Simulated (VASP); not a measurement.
# In (I4/mmm) in VASP: further runs

The runs below take In through relaxation of cell and atoms, relaxation of the atoms, with r2SCAN+rVV10, r2SCAN.

Program: VASP 6.6.1. These are calculated values, not measurements. Logs are shortened: lines on timing, memory, paths and dates and some standing lists are left out, and cuts for length are marked.

## (1) The structure

Symmetry: I4/mmm, No. 139, tetragonal system. The conventional cell has a = 3.251 Å, b = 3.251 Å, c = 4.947 Å, α = 90.00°, β = 90.00°, γ = 90.00°. Around In (site symmetry 4/mmm) lie 12 In at 3.25 to 3.38 Å.

## (2) Relaxation of cell and atoms, r2SCAN+rVV10

File INCAR:

```
SYSTEM = In
PREC     = Accurate       ! precision mode
ENCUT    = 600            ! plane-wave cutoff, eV
EDIFF    = 1E-7           ! SCF threshold, eV
ISMEAR   = 1              ! smearing method
SIGMA    = 0.1            ! smearing width, eV
LREAL    = .FALSE.        ! projectors in reciprocal space
LASPH    = .TRUE.         ! aspherical terms in the spheres
NELM     = 80             ! most SCF steps
ALGO     = Normal         ! electronic algorithm
ISIF     = 3              ! what is computed and relaxed
LWAVE    = .FALSE.        ! write WAVECAR
LCHARG   = .FALSE.        ! write CHGCAR
METAGGA  = R2SCAN         ! meta-GGA
LMIXTAU  = .TRUE.       
LUSE_VDW = .TRUE.       
IVDW_NL  = 2            
BPARAM   = 11.95        
CPARAM   = 0.0093       
IBRION   = 2              ! ionic algorithm
NSW      = 60             ! ionic steps
EDIFFG   = -0.02          ! ionic threshold
```

File KPOINTS:

```
regular mesh
0
G
  11 11 11
  0 0 0
```

File POSCAR:

```
In
1.0
   -1.6254700000      1.6254700000      2.4737000000
    1.6254700000     -1.6254700000      2.4737000000
    1.6254700000      1.6254700000     -2.4737000000
In
1
Direct
    0.0000000000      0.0000000000      0.0000000000
```

Potentials or basis: VASP PAW PBE potentials, release 64 (In_d).

Run with:

```sh
$ cat potpaw_PBE.64/In_d/POTCAR > POTCAR
$ mpirun -np 1 vasp_std > vasp.out
```

OUTCAR:

```text
SYSTEM = In
   PREC = Accurate
   ENCUT = 600
   EDIFF = 1E-7
   ISMEAR = 1
   LREAL = .FALSE.
   LASPH = .TRUE.
   NELM = 80
   ISIF = 3
   METAGGA = R2SCAN
   IVDW_NL = 2
   BPARAM = 11.95
   IBRION = 2
   NSW = 60
   EDIFFG = -0.02

 ion  position               nearest neighbor table
   1  0.000  0.000  0.000-

  LATTYP: Found a body centered tetragonal cell.
 ALAT       =     3.2509400000
 C/A-ratio  =     1.5218367611

  Lattice vectors:

 A1 = (  -1.6254700000,   1.6254700000,   2.4737000000)
 A2 = (   1.6254700000,  -1.6254700000,   2.4737000000)
 A3 = (   1.6254700000,   1.6254700000,  -2.4737000000)

Analysis of symmetry for initial positions (statically):
=====================================================================
 Subroutine PRICEL returns:
 Original cell was already a primitive cell.

 Routine SETGRP: Setting up the symmetry group for a
 body centered tetragonal supercell.

 Subroutine GETGRP returns: Found 16 space group operations
 (whereof 16 operations were pure point group operations)
 out of a pool of 16 trial point group operations.

The static configuration has the point symmetry D_4h.

Analysis of symmetry for dynamics (positions and initial velocities):
=====================================================================
 Subroutine PRICEL returns:
 Original cell was already a primitive cell.

 Routine SETGRP: Setting up the symmetry group for a
 body centered tetragonal supercell.

 Subroutine GETGRP returns: Found 16 space group operations
 (whereof 16 operations were pure point group operations)
 out of a pool of 16 trial point group operations.

The dynamic configuration has the point symmetry D_4h.

 Subroutine INISYM returns: Found 16 space group operations
 (whereof 16 operations are pure point group operations),
 and found     1 'primitive' translations

----------------------------------------------------------------------------------------

                                     Primitive cell

  volume of cell :      26.1436

  direct lattice vectors                    reciprocal lattice vectors
    -1.625470000  1.625470000  2.473700000     0.000000000  0.307603339  0.202126369
     1.625470000 -1.625470000  2.473700000     0.307603339  0.000000000  0.202126369
     1.625470000  1.625470000 -2.473700000     0.307603339  0.307603339  0.000000000

  length of vectors
     3.376906444  3.376906444  3.376906444     0.368069129  0.368069129  0.435016814

  position of ions in fractional coordinates (direct lattice)
     0.000000000  0.000000000  0.000000000

  ion indices of the primitive-cell ions
   primitive index   ion index
                 1           1

----------------------------------------------------------------------------------------

 KPOINTS: regular mesh

Automatic generation of k-mesh.
 Grid dimensions read from file:
 generate k-points for:   11   11   11

 Generating k-lattice:

  Cartesian coordinates                     Fractional coordinates (reciprocal lattice)
     0.000000000  0.027963940  0.018375124     0.090909091  0.000000000 -0.000000000
     0.027963940  0.000000000  0.018375124     0.000000000  0.090909091 -0.000000000
     0.027963940  0.027963940  0.000000000     0.000000000  0.000000000  0.090909091

  Length of vectors
     0.033460830  0.033460830  0.039546983

  Shift w.r.t. Gamma in fractional coordinates (k-lattice)
     0.000000000  0.000000000  0.000000000

 Subroutine IBZKPT returns following result:
 ===========================================

 Found    126 irreducible k-points:

 Following reciprocal coordinates:
            Coordinates               Weight
  0.000000  0.000000  0.000000      1.000000
  0.090909  0.000000 -0.000000      8.000000
  0.181818  0.000000 -0.000000      8.000000
  0.272727  0.000000 -0.000000      8.000000
  0.363636  0.000000 -0.000000      8.000000
  0.454545  0.000000 -0.000000      8.000000
[... 16 lines left out ...]
 -0.272727  0.181818 -0.000000     16.000000
 -0.181818  0.181818  0.000000      4.000000
 [... further k-points ...]
   k-points           NKPTS =    126   k-points in BZ     NKDIM =    126   number of bands    NBANDS=     10
   number of dos      NEDOS =    301   number of ions     NIONS =      1
   total plane-waves  NPLWV =  21952
   dimension x,y,z NGX =    28 NGY =   28 NGZ =   28
   dimension x,y,z NGXF=    56 NGYF=   56 NGZF=   56
   ions per type =               1
   NGX,Y,Z   is equivalent  to a cutoff of  13.78, 13.78, 13.78 a.u.
   NGXF,Y,Z  is equivalent  to a cutoff of  27.57, 27.57, 27.57 a.u.
 SYSTEM =  In
   PREC   = accura    normal or accurate (medium, high low for compatibility)
   ISTART =      0    job   : 0-new  1-cont  2-samecut
   ICHARG =      2    charge: 1-file 2-atom 10-const
   ISPIN  =      1    spin polarized calculation?
   LNONCOLLINEAR =      F non collinear calculations
   LSORBIT =      F    spin-orbit coupling
   LASPH  =      T    aspherical Exc in radial PAW
   ENCUT  =  600.0 eV  44.10 Ry    6.64 a.u.   6.74  6.74  6.74*2*pi/ulx,y,z
   NELM   =     80;   NELMIN=  2; NELMDL= -5     # of ELM steps
   EDIFF  = 0.1E-06   stopping-criterion for ELM
   LREAL  =      F    real-space projection
   EDIFFG = -.2E-01   stopping-criterion for IOM
   NSW    =     60    number of steps for IOM
   IBRION =      2    ionic relax: 0-MD 1-quasi-New 2-CG
   NFREE  =      1    steps in history (QN), initial steepest desc. (CG)
   ISIF   =      3    stress and relaxation
   ISYM   =      2    0-nonsym 1-usesym 2-fastsym
   POTIM  = 0.5000    time-step for ionic-motion
   TEBEG  =    0.0;   TEEND  =   0.0 temperature during run
   PSTRESS=    0.0 pullay stress
   NELECT =      13.0000    total number of electrons
   NUPDOWN=      -1.0000    fix difference up-down
   EMIN   =  10.00;   EMAX   =-10.00  energy-range for DOS
   EFERMI =   0.00;   METHOD = LEGACY
   ISMEAR =     1;   SIGMA  =   0.10  broadening in eV -4-tet -1-fermi 0-gaus
   EFERMI_NEDOS =   21; number of points for ismear=-14 and -15
   IALGO  =     38    algorithm
   IMIX   =      4    mixing-type and parameters
     AMIX     =   0.40;   BMIX     =  1.00
     AMIX_MAG =   1.60;   BMIX_MAG =  1.00
  volume/ion in A,a.u.               =      26.14       176.43
  Fermi-wavevector in a.u.,A,eV,Ry     =   1.296983  2.450943 22.887245  1.682165
  Thomas-Fermi vector in A             =   2.428405
   LORBIT       =      0    0 simple, 1 ext, 2 COOP (PROOUT), +10 PAW based schemes
   METAGGA = R2SCAN    functional components
   LHFCALC =     F    Hartree Fock is set to
   AEXX    =    0.0000 exact exchange contribution
   IVDW_NL    =     2    kernel type
   BPARAM     =11.9500
   IVDW    =     0    specifies the selected vdW correction
   LEPSILON=     F    determine dielectric tensor
   LRPA    =     F    only Hartree local field effects (RPA)
 conjugate gradient relaxation of ions
 non-spin polarized calculation
 Methfessel and Paxton  Order N= 1 SIGMA  =   0.10
  energy-cutoff  :      600.00
  volume of cell :       26.14
 maximum number of plane-waves:       901
   NGX = 13   NGY = 13   NGZ = 13

--------------------------------------- Ionic step        1  -------------------------------------------

 number of electron      13.0000006 magnetization

 Free energy of the ion-electron system (eV)
  ---------------------------------------------------
  ext. energy  EPLUGINS =         0.00000000
  ---------------------------------------------------
  free energy    TOTEN  =       -22.21797036 eV

  energy without entropy =      -22.21839390  energy(sigma->0) =      -22.21811154

------------------------ aborting loop because EDIFF is reached ----------------------------------------

  FORCE on cell =-STRESS in cart. coord.  units (eV):
  Direction    XX          YY          ZZ          XY          YZ          ZX
  --------------------------------------------------------------------------------------
  -------------------------------------------------------------------------------------
  Total       -0.0772018     -0.0772018     -0.1271721      0.0000000      0.0000000      0.0000000
  in kB       -4.7312169     -4.7312169     -7.7935902      0.0000000      0.0000000      0.0000000
  external PRESSURE =      -5.7520080 kB  Pullay stress =       0.0000000 kB

 VOLUME and BASIS-vectors are now :
 -----------------------------------------------------------------------------
  energy-cutoff  :      600.00
  volume of cell :       26.14
      direct lattice vectors                 reciprocal lattice vectors
    -1.625470000  1.625470000  2.473700000     0.000000000  0.307603339  0.202126369
     1.625470000 -1.625470000  2.473700000     0.307603339  0.000000000  0.202126369
     1.625470000  1.625470000 -2.473700000     0.307603339  0.307603339  0.000000000

 POSITION                                       TOTAL-FORCE (eV/Angst)
 -----------------------------------------------------------------------------------
      0.00000      0.00000      0.00000         0.000000      0.000000      0.000000
 -----------------------------------------------------------------------------------
    total drift:                               -0.000000     -0.000000     -0.000000

  FREE ENERGIE OF THE ION-ELECTRON SYSTEM (eV)
  ---------------------------------------------------
  free  energy   TOTEN  =       -22.2179703585 eV

  energy  without entropy=      -22.2183938977  energy(sigma->0) =      -22.21811154

--------------------------------------- Ionic step        2  -------------------------------------------

 number of electron      13.0000005 magnetization

 Free energy of the ion-electron system (eV)
  ---------------------------------------------------
  ext. energy  EPLUGINS =         0.00000000
  ---------------------------------------------------
  free energy    TOTEN  =       -22.21862008 eV

  energy without entropy =      -22.21891111  energy(sigma->0) =      -22.21871709

 E-fermi :   7.6926     XC(G=0): -11.1826

 val. band max:        7.6057431535   @ k =  -0.3636  -0.4545   0.3636
 cond. band min:       7.7071215578   @ k =  -0.4545  -0.4545   0.1818
 fundamental gap:      0.1013784043
 Fermi energy:         7.6925533056

 k-point     1 :       0.0000    0.0000    0.0000
  band No.  band energies     occupation
      1      -7.6622      2.00000
      2      -7.5502      2.00000
      3      -7.5502      2.00000
      4      -7.4599      2.00000
      5      -7.3455      2.00000
      6      -2.5195      2.00000
      7      18.9216      0.00000
      8      18.9216      0.00000
      9      19.1483      0.00000
     10      19.8315      0.00000

 k-point     2 :       0.0909    0.0000   -0.0000
  band No.  band energies     occupation
      1      -7.6488      2.00000
      2      -7.5515      2.00000
      3      -7.5362      2.00000
      4      -7.4566      2.00000
      5      -7.3509      2.00000
      6      -2.3260      2.00000
      7      16.7577      0.00000
      8      18.5768      0.00000
      9      18.6721      0.00000
     10      19.6661      0.00000
[... 274 lines left out ...]
 k-point    24 :      -0.1818    0.1818    0.0000
  band No.  band energies     occupation
      1      -7.6290      2.00000
      2      -7.5180      2.00000
      3      -7.4679      2.00000
      4      -7.4623      2.00000
      5      -7.3699      2.00000
      6      -1.4335      2.00000
      7      15.2373      0.00000
      8      15.5520      0.00000
      9      16.4423      0.00000
     10      17.3845      0.00000

 [... further k-points ...]

------------------------ aborting loop because EDIFF is reached ----------------------------------------

  FORCE on cell =-STRESS in cart. coord.  units (eV):
  Direction    XX          YY          ZZ          XY          YZ          ZX
  --------------------------------------------------------------------------------------
  -------------------------------------------------------------------------------------
  Total        0.0119029      0.0119029     -0.0043025      0.0000000      0.0000000      0.0000000
  in kB        0.7394548      0.7394548     -0.2672915      0.0000000      0.0000000      0.0000000
  external PRESSURE =       0.4038727 kB  Pullay stress =       0.0000000 kB

 VOLUME and BASIS-vectors are now :
 -----------------------------------------------------------------------------
  energy-cutoff  :      600.00
  volume of cell :       25.79
      direct lattice vectors                 reciprocal lattice vectors
    -1.619416070  1.619416070  2.458523552     0.000000000  0.308753266  0.203374094
     1.619416070 -1.619416070  2.458523552     0.308753266  0.000000000  0.203374094
     1.619416070  1.619416070 -2.458523552     0.308753266  0.308753266  0.000000000

 POSITION                                       TOTAL-FORCE (eV/Angst)
 -----------------------------------------------------------------------------------
      0.00000      0.00000      0.00000         0.000000     -0.000000      0.000000
 -----------------------------------------------------------------------------------
    total drift:                               -0.000000     -0.000000      0.000000

  FREE ENERGIE OF THE ION-ELECTRON SYSTEM (eV)
  ---------------------------------------------------
  free  energy   TOTEN  =       -22.2186200822 eV

  energy  without entropy=      -22.2189111051  energy(sigma->0) =      -22.21871709

 reached required accuracy - stopping structural energy minimisation
```

Run time: 5.2 min. Hardware: 1 thread of Intel Xeon Platinum 8488C (Sapphire Rapids), shared host; peak memory 0.3 GiB.

Results:

```yaml
Free_energy: -22.2186 eV
Relaxed_volume: 25.79 Å³/atom
Relaxed_cell: a = 3.360 Å, b = 3.360 Å, c = 3.360 Å, α = 122.37°, β = 122.37°, γ = 85.94°
Space_group_after_relaxing_to_0.05_Å: I4/mmm (No. 139)
Energy_gained_by_relaxing: 0.6 meV/atom
Ionic_steps: 2
Pressure_after_relaxing: 0.0 GPa
Band_gap_on_the_k_mesh: none (metal or under the smearing width)
```

Stress tensor (GPa, compression positive):
```
 0.07  0.00  0.00
 0.00  0.07  0.00
 0.00  0.00 -0.03
```

Step by step:
| step | energy change (eV) | largest force (eV/Å) | pressure (GPa) | volume (Å³) |
| --- | --- | --- | --- | --- |
| 1 | 0.0000 | 0.0000 | -0.58 | 26.14 |
| 2 | -0.0006 | 0.0000 | 0.04 | 25.79 |

Final structure:
```
In
1.0
    -1.61942    1.61942    2.45852
     1.61942   -1.61942    2.45852
     1.61942    1.61942   -2.45852
In
1
Direct
  0.00000 0.00000 0.00000
```

Levels at points of the mesh, in eV from the Fermi level:
| k point | band 4 | band 5 | band 6 | band 7 | band 8 | band 9 |
| --- | --- | --- | --- | --- | --- | --- |
| (0.00, 0.00, 0.00) | -15.15 | -15.04 | -10.21 | 11.23 | 11.23 | 11.46 |

Caveat: the PAW data sets were made with another functional, which shifts forces and pressure a little.

## (3) Relaxation of the atoms, r2SCAN (cell strained at random at fixed volume)

File run.py:

```python
from ase.calculators.vasp import Vasp
from ase.io import read
from ase.optimize import BFGSLineSearch

atoms = read('POSCAR')
calc = Vasp(
    directory='calc',
    xc='r2scan',
    pp='PBE',
    setups='recommended',
    prec='Accurate',
    encut=520,
    ediff=1e-07,
    ismear=1,
    sigma=0.1,
    lreal=False,
    lasph=True,
    nelm=100,
    algo='Normal',
    isif=2,
    lwave=False,
    lcharg=False,
    lmixtau=True,
    kpts=[8, 8, 8],
    gamma=True,
)
atoms.calc = calc
opt = BFGSLineSearch(atoms, trajectory='relax.traj')
converged = opt.run(fmax=0.01, steps=40)
print('converged:', converged)

print('energy (eV):', atoms.get_potential_energy())
print('free energy (eV):', atoms.get_potential_energy(force_consistent=True))
print('forces (eV/A):')
print(atoms.get_forces())
print('stress (eV/A^3, Voigt):', atoms.get_stress())
print('Fermi level (eV):', calc.get_fermi_level())
print('cell (A, degrees):', atoms.cell.cellpar())
print('volume (A^3):', atoms.get_volume())
print('scaled positions:')
print(atoms.get_scaled_positions())
```

File POSCAR:

```
In
1.0
   -1.6625270000      1.6242270000      2.5228490000
    1.5808080000     -1.6160450000      2.4637750000
    1.6592990000      1.6128160000     -2.5174720000
In
1
Direct
   -0.0617990000      0.0186870000     -0.0627630000
```

Potentials or basis: VASP PAW PBE potentials, release 64 (In_d).

Run with:

```sh
$ python run.py
```

Output:

```text
Step[ FC]     Time          Energy          fmax
BFGSLineSearch:    0[  0] --:--:--      -22.569237       0.0000
converged: True
energy (eV): -22.56929794
free energy (eV): -22.56923681
forces (eV/A):
[[0. 0. 0.]]
stress (eV/A^3, Voigt): [ 9.07002941e-03  6.90693150e-03 -1.58718827e-02  8.17153810e-04
 -5.89185264e-03 -9.62530460e-05]
Fermi level (eV): 7.58019877
cell (A, degrees): [  3.4302881    3.34376175   3.41937332 122.7533686  123.59578502
  85.18505162]
volume (A^3): 26.143569998110593
scaled positions:
[[0.938201 0.018687 0.937237]]
```

OUTCAR:

```text
ENCUT = 520.000000
   EDIFF = 1.00e-07
   METAGGA = R2SCAN
   PREC = Accurate
   ISIF = 2
   ISMEAR = 1
   NELM = 100
   LASPH = .TRUE.
   LREAL = .FALSE.

 ion  position               nearest neighbor table
   1  0.938  0.019  0.937-
[... 517 lines left out ...]
  -------------------------------------------------------------------------------------
  Total       -0.2371228     -0.1805718      0.4149475      0.0025164     -0.0213633      0.1540340
  in kB      -14.5317891    -11.0661242     25.4295594      0.1542116     -1.3092223      9.4397886
  external PRESSURE =      -0.0561179 kB  Pullay stress =       0.0000000 kB

 VOLUME and BASIS-vectors are now :
 -----------------------------------------------------------------------------
  energy-cutoff  :      520.00
  volume of cell :       26.14
      direct lattice vectors                 reciprocal lattice vectors
    -1.662527000  1.624227000  2.522849000     0.003623541  0.308595164  0.200089517
     1.580808000 -1.616045000  2.463775000     0.312039910 -0.000030434  0.205650123
     1.659299000  1.612816000 -2.517472000     0.309015463  0.309224499  0.004556662

 POSITION                                       TOTAL-FORCE (eV/Angst)
 -----------------------------------------------------------------------------------
      0.02491      3.00524      0.05351         0.000000      0.000000      0.000000
 -----------------------------------------------------------------------------------
    total drift:                               -0.000010     -0.000002      0.000003

  FREE ENERGIE OF THE ION-ELECTRON SYSTEM (eV)
  ---------------------------------------------------
  free  energy   TOTEN  =       -22.5692368052 eV

  energy  without entropy=      -22.5694202010  energy(sigma->0) =      -22.56929794
```

INCAR:

```text
ENCUT = 520.000000
SIGMA = 0.100000
EDIFF = 1.00e-07
ALGO = Normal
METAGGA = R2SCAN
PREC = Accurate
ISIF = 2
ISMEAR = 1
NELM = 100
LASPH = .TRUE.
LCHARG = .FALSE.
LWAVE = .FALSE.
LMIXTAU = .TRUE.
LREAL = .FALSE.
```

Run time: 5.4 min. Hardware: 1 thread of Intel Xeon Platinum 8488C (Sapphire Rapids), shared host; peak memory 0.21 GiB.

Results:

```
Free energy             : -22.5692 eV
Pressure after relaxing : 0.0 GPa
Band gap on the k mesh  : none (metal or under the smearing width)
```

Final structure:
```
In
1.0
    -1.66253    1.62423    2.52285
     1.58081   -1.61604    2.46378
     1.65930    1.61282   -2.51747
In
1
Direct
  0.93820 0.01869 0.93724
```

Caveat: the relaxation stopped at its first step, so nothing moved; the PAW data sets were made with another functional, which shifts forces and pressure a little.
